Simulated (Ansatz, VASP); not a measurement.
# One calculation of Rh, two programs

```
CELL_PARAMETERS angstrom
0.00000 1.88999 1.88999
1.88999 0.00000 1.88999
1.88999 1.88999 0.00000
ATOMIC_POSITIONS crystal
Rh 0.00000 0.00000 0.00000
```

Alike in both runs: functional PBEsol; k mesh 18 × 18 × 18; occupations gaussian, width 0.1 eV; no spin polarisation.

Ansatz relaxed the structure, and its values are those at the end. VASP's run is a single point on that final structure, the one shown.

```csv
,VASP,Ansatz
version,VASP 6.6.1,Ansatz 0.2.0
potentials or method,"VASP PAW PBE potentials, release 64 (Rh_pv)","scalar-relativistic, plane waves, PAW"
plane-wave cutoff (eV),520,420
valence electrons in the cell,15,17
```

|  | VASP | Ansatz | Ansatz less VASP |
| --- | --- | --- | --- |
| gap on the k mesh at the Fermi level (eV) | none | none | - |
| pressure (GPa) | -0.1 | 0.0 | +0.09 |

A gap of «none» marks a metal or a gap that the smearing closes. The functional is the same, so the differences come from potentials, cutoffs and numerics. The two sets of potentials don't hold the same shells in valence.

Caveats: the PAW data sets were made with another functional, which shifts forces and pressure a little (VASP).
